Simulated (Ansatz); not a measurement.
# BeTe: how the settings move a relaxation

How sensitive is a relaxation of BeTe to its settings? A reference run comes first, then one run with altered input.

The COD entry's cell or inner coordinates are ideal or old and differ from later refinements, so a difference from it is no clean test against experiment.

Program: Ansatz 0.2.0. Level of theory: reference: DFT, r2SCAN, PAW with Ansatz's default frozen-core files, scalar-relativistic; relaxation of cell and atoms. These are calculated values, not measurements.

**1. The structure to begin with**

The structure is cubic, space group F-43m (No. 216). The conventional cell has a = 5.540 Å, b = 5.540 Å, c = 5.540 Å, α = 90.00°, β = 90.00°, γ = 90.00°. Be (site symmetry -43m) is surrounded by 4 Te at 2.40 Å. Te (site symmetry -43m) has 4 Be at 2.40 Å as nearest neighbours.

Coordinates:

```xyz
2
Lattice="0.0000 2.7700 2.7700 2.7700 0.0000 2.7700 2.7700 2.7700 0.0000" Properties=species:S:1:pos:R:3 pbc="T T T"
Be    0.0000    0.0000    0.0000
Te    4.1550    4.1550    4.1550
```

**2. Baseline**

Contents of input.yaml:

```yaml
crystal:
  lattice:
    - [0.0, 2.77, 2.77]
    - [2.77, 0.0, 2.77]
    - [2.77, 2.77, 0.0]
  atoms:
    - { symbol: Be, position: [0.0, 0.0, 0.0] }
    - { symbol: Te, position: [0.75, 0.75, 0.75] }
kpoints:
  mp_grid: { grid: [10, 10, 10] }
scf:
  occupations: { method: fermi_dirac, width: 0.1 }
hamiltonian:
  xc: r2scan
  pseudopotentials: { kind: paw }
relax:
  f_tol: 0.002
  max_steps: 80
  cell: {}
output:
  forces: true
  stress: true
```

Run with:

```
$ ansatz run input.yaml --threads 1 --pin off --max-ram 3072MiB --backend cpu --events-out ev --progress --plain --runs-dir out
```

**3. Changed: mp_grid.grid [8, 8, 8], occupations.method methfessel_paxton, occupations.width 0.05, lower_state_search standard**

input.yaml: that of step 2 with these lines changed.

```diff
@@ -9,5 +9,6 @@
 kpoints:
-  mp_grid: { grid: [10, 10, 10] }
+  mp_grid: { grid: [8, 8, 8] }
 scf:
-  occupations: { method: fermi_dirac, width: 0.1 }
+  occupations: { method: methfessel_paxton, width: 0.05 }
+  lower_state_search: standard
 hamiltonian:
@@ -22 +23,5 @@
   stress: true
+  write_density: true
+  write_potential: true
+  elf: true
+  volumetric_format: npy
```

Q: Predict the outcome of this session. Wanted: for each run, ending; energy change; pressure; gap; force.

As calculated:

```
                                                                                                                 run     ending        energy change  pressure (GPa)  gap (eV)  force (eV/Å)  cycles  time
                                                                                                           reference  converged                    0             0.0      2.37          0.00      25  18 s
1: mp_grid.grid [8, 8, 8], occupations.method methfessel_paxton, occupations.width 0.05, lower_state_search standard  converged  +0.2 meV/atom (σ→0)             0.0      2.37          0.00      31  16 s
```

Times don't compare one to one where runs were asked for different outputs or read a saved state (see the inputs); cycles may leave out searches for a lower state.

**Reading.** Changing the k-point mesh, smearing and search for lower states hardly moves the energy: +0.2 meV/atom. The gap of the reference lacks spin-orbit coupling, though the cell holds Te.

The gaps are Kohn-Sham values of a semilocal functional, not quasiparticle or optical gaps. Such gaps usually fall short of the measured ones; spin-orbit coupling, left out here, narrows gaps with Te, so the two errors partly cancel.
